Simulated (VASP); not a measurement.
Crystal: MoSe2.

```
Mo Se
1.0
     3.28800    0.00000    0.00000
    -1.64400    2.84749    0.00000
     0.00000    0.00000   12.90000
Mo Se
2 4
Direct
  0.66667 0.33333 0.75000
  0.33333 0.66667 0.25000
  0.66667 0.33333 0.37500
  0.33333 0.66667 0.87500
  0.66667 0.33333 0.12500
  0.33333 0.66667 0.62500
```

Program: VASP 6.6.1. Alike in all runs: cell as given; cutoff (eV) 520. Hardware: 1 thread of AMD EPYC 9R45 96-Core Processor (Zen 5), with other jobs on the host.

Question: Order these runs on this cell by their wall time, lowest first.
A. task band structure; level PBEsol; potentials or basis VASP PAW PBE potentials, release 64 (Mo_sv, Se); spin off; k mesh 9 × 9 × 2; smearing fermi-dirac 0.05 eV; further INCAR settings ALGO = Normal; EDIFF = 1e-07
B. task band structure; level LDA; potentials or basis VASP PAW LDA potentials, release 64 (Mo_sv, Se); spin SOC, no magnetisation; k mesh 7 × 7 × 2; smearing fermi-dirac 0.05 eV; further INCAR settings ALGO = Normal; EDIFF = 1e-07
C. task single point; level PBE; potentials or basis VASP PAW PBE potentials, release 64 (Mo_sv, Se); spin off; k mesh 9 × 9 × 2; smearing gaussian 0.011 eV; further INCAR settings ALGO = Normal; EDIFF = 1e-06

Answer: C (48 s), A (120 s), B (860 s).
